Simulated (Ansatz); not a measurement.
# CrGe2N4 monolayer in a perpendicular field, part 2 of 2

Aim: how the CrGe2N4 monolayer screens a field along its normal, and what the field does to its bands. A positive field points along +c.

Ansatz 0.2.0; plane-wave DFT, PBE-D3(BJ), Ansatz PAW (set soft_1); PAW set soft_1.

So far. Step 2 (Relaxation): The lattice constant a goes from 3.020 to 2.941 Å.

## Step 3: Single point, field 0

A sawtooth potential applies the field, turning back in the middle of the vacuum. With the dipole correction the typed value is the field outside the slab. The induced dipole is small, so the SCF threshold is tight.

The cell differs from the one that the last finished run ended in (c 44.756 → 25.349 Å).

Input file input.yaml:

```yaml
crystal:
  lattice:
    - [2.9412770976, 0.0, 0.0]
    - [-1.4706385488, 2.5472206861, 0.0]
    - [0.0, 0.0, 25.3488691196]
  atoms:
    - { symbol: "N", position: [0.0, 0.0, 0.3550454246] }
    - { symbol: Ge, position: [0.3333333333, 0.6666666667, 0.3816646259] }
    - { symbol: "N", position: [0.3333333333, 0.6666666667, 0.4557646742] }
    - { symbol: Cr, position: [0.0, 0.0, 0.5] }
    - { symbol: "N", position: [0.3333333333, 0.6666666667, 0.5442353258] }
    - { symbol: Ge, position: [0.3333333333, 0.6666666667, 0.6183353741] }
    - { symbol: "N", position: [0.0, 0.0, 0.6449545754] }
kpoints:
  mp_grid: { grid: [18, 18, 1] }
  band_path:
    path: [[0, 0, 0], [0.5, 0, 0], [0.33333333, 0.33333333, 0], [0, 0, 0]]
    npoints: 16
hamiltonian:
  xc: pbe
  dispersion: d3bj
  pseudopotentials: { kind: paw, azcp: { folder: soft_1 } }
scf:
  occupations: { method: fermi_dirac, width: 0.02585 }
  convergence: { dr2_threshold: 1.0e-10 }
efield:
  axis: 3
  dipole_correction: true
  ramp_position: 0.97
  ramp_width: 0.06
  amplitude: 0
output:
  dos: { projected: true, e_range: [-6, 5] }
  write_potential: true
  write_density: true
  volumetric_format: npy
  elf: true
```

Run with:

```console
$ ansatz run input.yaml --threads 4 --pin off --max-ram 6144MiB --backend cpu --events-out ev --progress --plain --runs-dir out
```

Numbers of over 12 decimals in the logs are rounded to 6 here.

The log of the run:

```text
[...]
Crystal: 7 atoms, lattice volume = 189.916 Å³
Basis set: ecut = 420 eV, 3673 PW (Γ)
Bands: 38, of which v1, the nominal top of the filled ones, is band 31 counted from 1 (30 counted from 0)
Symmetry: 6 space group operations
k-points: 37 of 324 (time reversal used)
[...]
SCF iter   1: F=—  HF=-13518.024712 eV  |F-HF|=—  |Δ(HF+E_count)|=         —  Δρ=1.71e-1  dr2=6.40e1  ethr=3.10e-3  p=0.000 e·Å  D=2.89e-13 V/Å  ΔV_dip=-0.00 eV  dr2_dipole=8.86e-8  V_vac-E_F(+/−)=5.24/5.24 eV  ⟨swp⟩=10.2  Hψ=7105  notcnv=0
efield: sawtooth ramp at fractional position 0.9700 (set: `efield.ramp_position`, or a place that a band, a saddle search or an elastic batch's reference lends), width 0.0600; the density the first Hamiltonian is built on has a dipole p = 0.000 e·Å; the dipole correction subtracts the counter field D = 2.89e-13 V/Å, which shifts the + side's vacuum level by -0.00 eV against the − side's; the planar-averaged density in the ramp window peaks in size at 1.3e-5 e/Å³
[...]
SCF iter   2: F=—  HF=-13574.344616 eV  |F-HF|=—  |Δ(HF+E_count)|=    5.63e1  Δρ=4.78e-1  dr2=4.45e2  ethr=3.10e-3  p=0.000 e·Å  D=1.07e-4 V/Å  ΔV_dip=-0.00 eV  dr2_dipole=1.78e-5  V_vac-E_F(+/−)=3.76/3.76 eV  ⟨swp⟩=6.6  Hψ=5216  notcnv=0  defer=68  recentre
[...]
SCF iter  17: F=-13505.459136 eV  HF=-13505.459136 eV  |F-HF|=1.15e-10  |Δ(HF+E_count)|=   1.24e-9  Δρ=1.58e-7  dr2=4.27e-11  ethr=1.00e-12  p=0.000 e·Å  D=1.11e-7 V/Å  ΔV_dip=-0.00 eV  dr2_dipole=1.12e-13  V_vac-E_F(+/−)=5.74/5.74 eV  ⟨swp⟩=12.3  Hψ=6039  notcnv=0
SCF 1 converged in 17 iterations: F = -13505.459136 eV  dr2 = 4.27e-11
[...]
NSCF: frozen V_eff on 49 k-points
efield: sawtooth ramp at fractional position 0.9700 (kept from the solve that this one continues, or follows in the run), width 0.0600; the density the first Hamiltonian is built on has a dipole p = 0.000 e·Å; the dipole correction subtracts the counter field D = 1.11e-7 V/Å, which shifts the + side's vacuum level by -0.00 eV against the − side's; the planar-averaged density in the ramp window peaks in size at 1.4e-5 e/Å³
[...]
SCF converged after 17 iterations
Free energy (F): -13505.459136 eV
[...]
Internal energy: -13505.458995 eV  (E = F + TS)
E sigma→0 (E₀):  -13505.459065 eV
Entropy (-TS):   -0.000141 eV (-0.020 meV/atom)
Fermi energy:    1.211021 eV
Dipole field:    D = -0.000000 V/Å  (p = -0.000000 e·Å, saw-weighted, corrected)
Work function:   Φ+ = 5.7445 eV   Φ− = 5.7445 eV
Levels:          The Fermi level and band energies are counted from a zero that moves with the ramp; work functions are not
[...]
--- Band table (eV; the first three rows and the last of 37) ---
  k-point 0: bands = [... 27 lower, -1.0289, -1.0289, -0.4124, 1.0806, 3.0141, 3.0141, 3.3001, 3.3001, ... 3 higher]
  k-point 1: bands = [... 27 lower, -1.1498, -1.0780, -0.3246, 1.0887, 2.9191, 3.0676, 3.1015, 3.2606, ... 3 higher]
  k-point 2: bands = [... 27 lower, -1.3372, -1.2147, -0.2597, 1.0217, 2.7684, 2.8866, 3.1466, 3.2127, ... 3 higher]
  k-point 36: bands = [... 27 lower, -2.4116, -1.1884, -0.7061, 0.3729, 1.3032, 2.5850, 3.3488, 3.5440, ... 3 higher]
```

Run time: 24 s. Hardware: 4 threads of Intel Xeon Platinum 8259CL at 2.50GHz (Skylake/Cascade Lake), shared host; peak memory 0.73 GiB.

In the SCF lines HF is the Harris–Foulkes energy and dr2 the Hartree energy of the density residual, in eV; the loop may stop once dr2 is under the threshold and the program's other checks hold. Hψ counts applications of the Hamiltonian.

This step gave:

* energy at zero smearing: -13505.4591 eV
* dipole along the normal: -3.68e-7 e·Å
* gap along the path: 0.2160 eV
* smallest direct gap along the path: 0.9303 eV
* ionisation energy, upper face: 5.868 eV
* electron affinity, upper face: 5.652 eV
* gap, the smaller of path and mesh: 0.2145 eV

Running mean over a fixed 2.7 Å (it still follows the layers) of the planar mean; the ramp of the sawtooth is left out. Table of electron's electrostatic potential energy less the Fermi level by z:

z (Å), electron's electrostatic potential energy less the Fermi level (eV) and a bar from the least value:
```
      3.5       5.74 ##############################
      4.0       5.74 ##############################
      4.5       5.74 ##############################
      5.0       5.74 ##############################
      5.5       5.74 ##############################
      6.0       5.73 ##############################
      6.5       5.67 ##############################
      7.0       5.33 #############################
      7.5       3.55 #########################
      8.0      -0.11 ##################
      8.5      -3.46 ###########
      9.0      -6.07 ######
      9.5      -7.30 ###
     10.0      -7.68 ##
     10.5      -6.87 ####
     11.0      -6.04 ######
     11.5      -6.39 #####
     12.0      -7.51 ###
     12.5      -8.85 
     13.0      -8.55 #
     13.5      -7.07 ####
     14.0      -6.21 #####
     14.5      -6.14 ######
     15.0      -7.25 ###
     15.5      -7.64 ##
     16.0      -7.07 ####
     16.5      -5.38 #######
     17.0      -2.54 #############
     17.5       1.07 ####################
     18.0       4.34 ###########################
     18.5       5.50 #############################
     19.0       5.70 ##############################
     19.5       5.74 ##############################
     20.0       5.74 ##############################
     20.5       5.74 ##############################
     21.0       5.74 ##############################
     21.5       5.74 ##############################
     22.0       5.74 ##############################
```

The density of states has structure finer than the step of the table below, so its rows give means over 0.25 eV, whole bins alone (the curve runs from -6 to 2.08 eV). Peaks (eV: height): -5.450: 8.18, -3.660: 8.65, -3.240: 8.85, -3.110: 8.94, -2.720: 8.60, -1.040: 18.6, 1.170: 8.29.

Density of states against energy, zero at the Fermi level of the run, which the smearing sets inside the gap; means over each step:

| energy (eV) | density of states (states/eV a cell) |
| --- | --- |
| -5.75 | 1.90 |
| -5.50 | 4.27 |
| -5.25 | 3.56 |
| -5.00 | 5.01 |
| -4.75 | 3.62 |
| -4.50 | 2.78 |
| -4.25 | 3.75 |
| -4.00 | 3.20 |
| -3.75 | 4.12 |
| -3.50 | 3.57 |
| -3.25 | 6.74 |
| -3.00 | 6.15 |
| -2.75 | 6.54 |
| -2.50 | 5.23 |
| -2.25 | 3.41 |
| -2.00 | 1.96 |
| -1.75 | 0.971 |
| -1.50 | 1.50 |
| -1.25 | 0 |
| -1.00 | 5.47 |
| -0.75 | 0.974 |
| -0.50 | 0.599 |
| -0.25 | 0.725 |
| 0.00 | 0.132 |
| 0.25 | 0.831 |
| 0.50 | 1.38 |
| 0.75 | 2.15 |
| 1.00 | 3.43 |
| 1.25 | 4.68 |
| 1.50 | 4.05 |
| 1.75 | 3.24 |

Projected DOS per atom over height of the atomic layer and energy from the Fermi level. Layers: N Ge N Cr N Ge N from below.

Ten even steps from '_' (0.00 states/eV) to '@' (3.48 states/eV), each cell a mean:
```
____..++..____
____..**..____
____..%%..____
______++______
______--______
______________
______..______
______..______
______@@______
______________
______________
::__..__..__::
--__::::::__--
--__==--==__--
::__--::--__::
..__::::::__..
..__..::..__..
..__......__..
::__......__::
..__::::::__..
..__::..::__..
____..__..____
```
Columns: height of the atomic layer (Å) from 9 to 16.3 (not evenly spaced); rows upwards: energy from the Fermi level (eV) from -5.96 to 2.05.

Electronic bands along the path, in eV, zero at the Fermi level of the run, which the smearing sets inside the gap:

| point | band 28 | band 29 | band 30 | band 31 | band 32 | band 33 | band 34 | band 35 |
| --- | --- | --- | --- | --- | --- | --- | --- | --- |
| Γ | -2.24 | -2.24 | -1.62 | -0.13 | 1.80 | 1.80 | 2.09 | 2.09 |
| halfway | -3.05 | -2.96 | -1.81 | -0.77 | 1.33 | 1.43 | 1.61 | 2.52 |
| M | -2.67 | -2.53 | -2.37 | -1.03 | 0.71 | 0.76 | 2.20 | 2.97 |
| halfway | -3.17 | -2.50 | -2.21 | -0.99 | 0.39 | 1.10 | 2.13 | 2.64 |
| K | -3.62 | -2.40 | -1.92 | -0.84 | 0.09 | 1.37 | 2.14 | 2.33 |
| halfway | -2.91 | -2.67 | -1.90 | -0.93 | 1.17 | 1.32 | 1.57 | 2.71 |
| Γ | -2.24 | -2.24 | -1.62 | -0.13 | 1.80 | 1.80 | 2.09 | 2.09 |

ELF in the ca plane at fractional y = 0.667, with atoms of Ge and N within 0.2 Å of it. It is the smooth field of the valence electrons, not physical close to the nuclei.

Values, 5 rows by 16 columns, each cell a mean:
```
0.00 0.00 0.00 0.15 0.59 0.58 0.15 0.14 0.15 0.13 0.10 0.32 0.65 0.43 0.05 0.00
0.00 0.00 0.00 0.08 0.44 0.49 0.25 0.49 0.21 0.38 0.36 0.33 0.54 0.28 0.02 0.00
0.00 0.00 0.00 0.01 0.16 0.22 0.42 0.66 0.45 0.63 0.67 0.24 0.25 0.07 0.00 0.00
0.00 0.00 0.00 0.01 0.14 0.25 0.42 0.52 0.46 0.53 0.65 0.27 0.21 0.05 0.00 0.00
0.00 0.00 0.00 0.05 0.32 0.40 0.33 0.67 0.31 0.55 0.53 0.31 0.43 0.19 0.01 0.00
```
Columns run along c (16.0 Å, from fractional 0.16 to 0.79 of the cell), rows up along a (2.9 Å). Atoms in or near the plane, at fractional coordinates: Ge at (0.38, 0.33), N at (0.46, 0.33), N at (0.54, 0.33), Ge at (0.62, 0.33).

Valence density in the ca plane at fractional y = 0.667, with atoms of Ge and N within 0.2 Å of it. It is the smooth field of the valence electrons, not physical close to the nuclei.

Ten steps, logarithmic in the rise over the least value, from '0' (0 e/Å³) to '9' (33 e/Å³), each cell a mean:
```
00000000000011211000011121100001122100000000
00000000000011211000011221100001122100000000
00000000000011221111121111211111221100000000
00000000000001355212332112333224532100000000
00000000000001598423554213454337972100000000
00000000000001599524554213554337973100000000
00000000000001355222343112343224642100000000
00000000000001221111121111221111221100000000
```
Columns run along c (16.0 Å, from fractional 0.16 to 0.79 of the cell), rows up along a (2.9 Å). Atoms in or near the plane, at fractional coordinates: Ge at (0.38, 0.33), N at (0.46, 0.33), N at (0.54, 0.33), Ge at (0.62, 0.33).

Electrostatic potential energy in the ca plane at fractional y = 0.667, with atoms of Ge and N within 0.2 Å of it. With pseudopotentials it is smooth inside the atoms' cores, unlike the true potential.

Values in eV, 5 rows by 16 columns, each cell a mean:
```
  7   7   7   7   7   7   7   2  -2   2   2 -13   0   3  -1   1
  7   7   7   7   7   7   7   2 -10  -1   1  -6  -1   1  -9  -1
  7   7   7   7   7   7   6  -5 -20 -13 -29  -2 -26 -14 -20 -10
  7   7   7   7   7   7   6  -7 -19 -17 -36  -3 -32 -19 -18 -12
  7   7   7   7   7   7   6   0 -16  -4  -6  -3  -5  -2 -16  -4
```
Columns run along c (16.0 Å, from fractional 0.05 to 0.68 of the cell; values clipped at the 3rd and 97th percentile), rows up along a (2.9 Å). Atoms in or near the plane, at fractional coordinates: Ge at (0.38, 0.33), N at (0.46, 0.33), N at (0.54, 0.33), Ge at (0.62, 0.33).

The gap is 0.21 eV, with the valence edge 5.87 eV and the conduction edge 5.65 eV under the upper vacuum level.

## Step 4: Atoms held, field 0.1 V/Å

Changes to input.yaml since step 3:

```diff
@@ -28,7 +28,6 @@
   dipole_correction: true
-  ramp_position: 0.97
-  ramp_width: 0.06
-  amplitude: 0
+  ramp_position: 0.9373
+  ramp_width: 0.1254
+  amplitude: 0.1
 output:
-  dos: { projected: true, e_range: [-6, 5] }
   write_potential: true
@@ -36,2 +35 @@
   volumetric_format: npy
-  elf: true
```

The log of the run:

```text
[...]
Crystal: 7 atoms, lattice volume = 189.916 Å³
Basis set: ecut = 420 eV, 3673 PW (Γ)
Bands: 38, of which v1, the nominal top of the filled ones, is band 31 counted from 1 (30 counted from 0)
Symmetry: 6 space group operations
k-points: 37 of 324 (time reversal used)
[...]
k-point 0: bands = [... 27 lower, -1.0285, -1.0285, -0.4125, 1.0805, 3.0138, 3.0138, 3.2999, 3.2999, ... 3 higher]
  k-point 1: bands = [... 27 lower, -1.1498, -1.0776, -0.3247, 1.0886, 2.9186, 3.0673, 3.1013, 3.2604, ... 3 higher]
  k-point 2: bands = [... 27 lower, -1.3373, -1.2144, -0.2598, 1.0216, 2.7675, 2.8868, 3.1462, 3.2127, ... 3 higher]
  k-point 36: bands = [... 27 lower, -2.4118, -1.1904, -0.7042, 0.3726, 1.3030, 2.5848, 3.3485, 3.5437, ... 3 higher]
[key lines of the parts left out:]
SCF converged after 18 iterations
Free energy (F): -13505.460851 eV
Fermi energy:    1.210830 eV
Dipole field:    D = 0.032692 V/Å  (p = 0.034312 e·Å, saw-weighted, corrected)
```

Run time: 24 s. Hardware: 4 threads; peak memory 0.68 GiB.

The dipole is 0.0343 e·Å, and the gap 0.214 eV.

## Step 5: Atoms held, field -0.1 V/Å

Changes to input.yaml since step 4:

```diff
@@ -30,3 +30,3 @@
   ramp_width: 0.1254
-  amplitude: 0.1
+  amplitude: -0.1
 output:
```

The log of the run:

```text
[...]
Crystal: 7 atoms, lattice volume = 189.916 Å³
Basis set: ecut = 420 eV, 3673 PW (Γ)
Bands: 38, of which v1, the nominal top of the filled ones, is band 31 counted from 1 (30 counted from 0)
Symmetry: 6 space group operations
k-points: 37 of 324 (time reversal used)
[...]
k-point 0: bands = [... 27 lower, -1.0285, -1.0285, -0.4125, 1.0805, 3.0138, 3.0138, 3.2999, 3.2999, ... 3 higher]
  k-point 1: bands = [... 27 lower, -1.1498, -1.0776, -0.3247, 1.0886, 2.9186, 3.0673, 3.1013, 3.2604, ... 3 higher]
  k-point 2: bands = [... 27 lower, -1.3373, -1.2144, -0.2598, 1.0216, 2.7675, 2.8868, 3.1462, 3.2127, ... 3 higher]
  k-point 36: bands = [... 27 lower, -2.4117, -1.1904, -0.7042, 0.3726, 1.3030, 2.5848, 3.3485, 3.5437, ... 3 higher]
[key lines of the parts left out:]
SCF converged after 18 iterations
Free energy (F): -13505.460851 eV
Fermi energy:    1.210831 eV
Dipole field:    D = -0.032693 V/Å  (p = -0.034313 e·Å, saw-weighted, corrected)
```

Elapsed: 24 s, on 4 threads; peak memory 0.69 GiB.

The dipole is -0.0343 e·Å, and the gap 0.214 eV.

## Step 6: Response, atoms held

This step: plane-wave DFT, PBE-D3(BJ), Ansatz PAW (set soft_1); response to a field along the normal, atoms held; PAW set soft_1 (Ansatz 0.2.0).

The dipoles give the slope, and the difference of two potentials shows where the field is screened.

Numbers from this step:

```yaml
equivalent_conductor_thickness_p_eps_0ae: 8.287 Å
distance_between_the_outer_atoms: 7.349 Å
```

The dipole of the cell by applied field:

| applied field (V/Å) | dipole of the cell (e·Å) |
| --- | --- |
| -0.1000 | -0.0343 |
| 0.0000 | -3.7e-7 |
| 0.1000 | 0.0343 |

Local field over the applied field, running mean. From the potentials at -0.1 and 0.1 V/Å; running mean over 2.5 Å. Local field over applied field against z:

| z (Å) | local field over applied field |
| --- | --- |
| 4.5 | 1.000 |
| 5.0 | 0.999 |
| 5.5 | 0.996 |
| 6.0 | 0.985 |
| 6.5 | 0.956 |
| 7.0 | 0.881 |
| 7.5 | 0.745 |
| 8.0 | 0.579 |
| 8.5 | 0.401 |
| 9.0 | 0.259 |
| 9.5 | 0.172 |
| 10.0 | 0.134 |
| 10.5 | 0.123 |
| 11.0 | 0.117 |
| 11.5 | 0.0990 |
| 12.0 | 0.0706 |
| 12.5 | 0.0525 |
| 13.0 | 0.0561 |
| 13.5 | 0.0785 |
| 14.0 | 0.107 |
| 14.5 | 0.118 |
| 15.0 | 0.127 |
| 15.5 | 0.140 |
| 16.0 | 0.193 |
| 16.5 | 0.296 |
| 17.0 | 0.454 |
| 17.5 | 0.631 |
| 18.0 | 0.792 |
| 18.5 | 0.910 |
| 19.0 | 0.968 |
| 19.5 | 0.990 |
| 20.0 | 0.997 |
| 20.5 | 0.999 |
| 21.0 | 1.000 |

The induced electron density oscillates, so the rows of the table below give means over windows of 0.5 Å about each position, cut where the curve ends. Its maxima inside the range that stand out by 2 % of the span (Å: e/Å³ per V/Å): 8.31: 0.0039, 9.29: 0.00173, 10.70: 0.00104, 11.55: 0.00169, 13.10: 4.8e-4, 14.08: 4.0e-4, 15.49: 0.00197, 16.48: -6.0e-4. Its minima: 8.87: 6.0e-4, 9.86: -0.00197, 11.27: -4.0e-4, 12.25: -4.8e-4, 13.80: -0.00169, 14.65: -0.00104, 16.05: -0.00173, 17.04: -0.0039.

Electrons, planar mean, per unit field. The induced electron density by z; means over each step:

| z (Å) | induced electron density (e/Å³ per V/Å) |
| --- | --- |
| 4.5 | 1.4e-6 |
| 5.0 | 5.2e-6 |
| 5.5 | 1.8e-5 |
| 6.0 | 6.4e-5 |
| 6.5 | 2.1e-4 |
| 7.0 | 6.3e-4 |
| 7.5 | 0.00165 |
| 8.0 | 0.00332 |
| 8.5 | 0.00298 |
| 9.0 | 0.00109 |
| 9.5 | 3.3e-4 |
| 10.0 | -0.00148 |
| 10.5 | 5.5e-4 |
| 11.0 | 2.9e-4 |
| 11.5 | 9.1e-4 |
| 12.0 | 3.4e-5 |
| 12.5 | -1.8e-4 |
| 13.0 | 3.2e-4 |
| 13.5 | -6.1e-4 |
| 14.0 | -4.1e-4 |
| 14.5 | -6.6e-4 |
| 15.0 | 3.1e-5 |
| 15.5 | 0.00147 |
| 16.0 | -0.00106 |
| 16.5 | -0.00123 |
| 17.0 | -0.00354 |
| 17.5 | -0.00284 |
| 18.0 | -0.00125 |
| 18.5 | -4.5e-4 |
| 19.0 | -1.5e-4 |
| 19.5 | -4.4e-5 |
| 20.0 | -1.3e-5 |
| 20.5 | -3.5e-6 |
| 21.0 | -9.7e-7 |

The smaller of the gaps on the path and on the k-mesh, counted as 0 under 0.03 eV. The gap stays at 0.214 eV for applied field from -0.1 to 0.1 V/Å.

By hand: between -0.1 and 0.1 V/Å the dipole changes by 0.06862 e·Å, a slope of 0.3431 e·Å²/V. A perfect conductor of thickness t has p = ε₀AEt, so t = 180.95 × 0.3431 / 7.492 = 8.29 Å (e/ε₀ = 180.95 V·Å, A in Å²).

The induced dipole is that of a conductor 8.29 Å thick.

## Step 7: Summary of results

```json
{"gap without field": "0.214 eV", "ionisation energy, upper face": "5.87 eV", "electron affinity, upper face": "5.65 eV", "equivalent conductor thickness, atoms held": "8.29 Å"}
```

What this shows: The induced dipole equals that of a perfect conductor 8.29 Å thick, while the outer atoms lie 7.35 Å apart; an out-of-plane ε follows only once a thickness t is chosen, by 1 − 1/ε = 8.29 Å / t. The gap stays within 0.01 eV of 0.21 eV over the fields run, up to 0.1 V/Å in size. Semilocal functionals give gaps that are too small, and excitons are not included. The first relaxation ran with spin and lost its moment, and the later runs have none; other magnetic states were not tried. Spin-orbit coupling is left out. The outer anions sit over the metal atoms, one of several polytypes of such layers and not the lowest for every compound.

[Logs are printed without paths, hosts, clocks, repeated set-up lines and the standing remarks that a program may print on its own settings, such as how far it seeks lower states.]

[Hosts, paths, dates, database ids (printed as entryN), source tags and the programs' standing remarks are cut or masked in the printed files.]

[Maps of the electrostatic potential energy from Ansatz leave out the sawtooth potential of an applied field or a dipole correction, so their vacuum need not be flat; planar profiles and work functions include it.]

[The density of states shown here was stored with 400 of the rows of the run's finer table, so its peaks can read low, often by over a quarter, or be missed, and its means over a window can be off by a tenth or more.]
